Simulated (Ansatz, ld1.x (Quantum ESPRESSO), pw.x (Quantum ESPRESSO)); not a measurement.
**niobium: one change to the TM potential, in the atom and in the diamond crystal**

```
Element                 : niobium
Generator               : ld1.x (Quantum ESPRESSO) 7.5
Type                    : norm-conserving Troullier–Martins (Kleinman–Bylander form)
Functional              : PBE
Relativity              : scalar-relativistic
Frozen core             : [Kr]
Valence charge          : 5
Reference configuration : 4d4 5s1 5p0
Partial waves           : 5p (bound, empty): rc 3.65 bohr; 4d (bound): rc 1.80 bohr; 4f channel at 0.25 Ry: rc 3.55 bohr; 5s (bound): rc 3.00 bohr
Local potential         : the s channel
Core correction         : none
```

Change: core correction a·sin(br)/r model core inside 1.44 bohr.

Cutoffs, loose and tight: the cutoffs (Ry, on a coarse ladder) from which the occupation-weighted sum of valence levels, in a spherical-Bessel basis at the reference potential, stays within 10 and 1 mRy of its value at 400 Ry. They do not see the model core or the augmentation charge, which bear on the density cutoff. Test errors are all-electron minus pseudo excitation energies from the reference, over the configurations 4d4 5s0 5p0; 4d3 5s0 5p0; 4d2 5s0 5p0; 4d3 5s1 5p0; 4d5 5s0 5p0; 4d4.5 5s0.5 5p0; 4d4 5s0 5p1; variants that change the core or the reference have their own tests.

Crystal test: diamond Nb in pw.x 7.5, no spin, 8³ k-points, Fermi–Dirac smearing 0.01 Ry, cutoffs set for each file from its atomic test. The reference is all-electron LAPW (Ansatz 0.2.0) with the same functional, mesh and smearing; V0 and B0 come from Birch–Murnaghan fits to the pressures at five volumes. Errors are pseudo minus all-electron; Δ is the rms difference of the E(V) curves that follow from these fits, minima aligned, over ±6 % about the mean V0. Mesh and smearing are coarse, so the numbers serve the comparison and aren't converged zero-temperature values; the lattice is a test structure that the element need not adopt.

All-electron: a0 = 5.922 Å (V0 = 25.96 Å³/atom), B0 = 64.5 GPa.

Task: Does the change bring the crystal closer to the all-electron result?

Result: The mean pressure error goes from -0.42 to -1.65 GPa, so the change moves the solid further from the all-electron pressures. The B0 error goes the other way, from -15.9 to -10.2 %.

| quantity | base | changed |
| --- | --- | --- |
| outcome (atom) | generated | generated |
| cutoff, loose (atom) | 35 Ry | 35 Ry |
| cutoff, tight (atom) | 45 Ry | 45 Ry |
| bound ghosts (atom) | none | none |
| largest test error (meV) (atom) | -60 | -653 |
| cutoffs in pw.x (Ry) | 55/220 | 55/220 |
| a0 (Å) | 5.909 | 5.866 |
| a0 error (%) | -0.22 | -0.95 |
| B0 error (%) | -15.9 | -10.2 |
| Δ (meV/atom) | 2.9 | 10.1 |
| mean pressure error (GPa) | -0.42 | -1.65 |

Base: The largest radius (3.65 bohr) exceeds half the bond length (2.42 bohr), so the spheres overlap, which is one possible source of error among others. This is a poor potential for the solid. Changed file: The largest radius (3.65 bohr) exceeds half the bond length (2.42 bohr), so the spheres overlap, which is one possible source of error among others. This is a poor potential for the solid. The atomic cutoffs weigh occupied waves only.
